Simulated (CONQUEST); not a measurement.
# Sb in CONQUEST: convergence with k mesh

Sb, a slab with vacuum:

```
Sb
1.0
     3.16000    0.00000    0.00000
     0.00000    3.16000    0.00000
     0.00000    0.00000   24.48000
Sb
4
Direct
  0.00000 0.00000 0.69363
  0.00000 0.00000 0.56454
  0.00000 0.00000 0.43546
  0.00000 0.00000 0.30637
```

| Item | Value |
| --- | --- |
| Program | CONQUEST 1.3 |
| Task | convergence study |
| Functional | PBE |
| Potentials or basis | PseudoDojo NC PBE, DZP, grid cutoff 120 Ha |
| k mesh | 1 × 1 × 1 |
| Occupations | fermi-dirac, width 0.05 eV |
| Spin | no spin polarisation |

These are the settings of the first run; the series varies k mesh, with any setting tied to it.

Hardware: 1 thread of AMD EPYC (Zen 3) (shared host).

```
     k mesh  energy less the tightest run, at zero smearing (meV/atom)  largest force (eV/Å)  gap on the mesh (eV)  SCF cycles  CPU time (s)  peak memory (GiB)
  1 × 1 × 1                                                    2893.16                 3.273                 0.246         100           370               0.82
  2 × 2 × 1                                                   -1478.86                 0.233                 0.000          19           110               0.82
  3 × 3 × 1                                                     150.34                 1.089                 0.000          85           330               0.82
  4 × 4 × 1                                                     325.72                 1.016                 0.000          31           160               0.82
  5 × 5 × 1                                                      46.78                 0.411                 0.000          28           160               0.82
  6 × 6 × 1                                                     -53.04                 0.433                 0.000          44           250               0.82
  7 × 7 × 1                                                     -28.03                 0.567                 0.000          39           230               0.82
  8 × 8 × 1                                                       5.77                 0.580                 0.000          29           210               0.83
10 × 10 × 1                                                      -6.62                 0.491                 0.000          13           130               0.82
12 × 12 × 1                                                       0.00                 0.430                 0.000          14           160               0.82
```

Against the tightest run, the gap on the mesh stays within 0.01 eV from 2 × 2 × 1 on. Not settled before the last step: the energy (to 1 meV/atom), the largest force (to 0.005 eV/Å). Meshes of other sizes hit other points, so gaps and Fermi surfaces needn't settle smoothly. The tightest run that finished is the yardstick and may itself not be fully converged.

Caveat, for the tightest run too: the basis of atomic orbitals isn't converged, which shifts pressures, moduli and gaps. The run has no spin-orbit coupling, so splittings on Sb are missing.
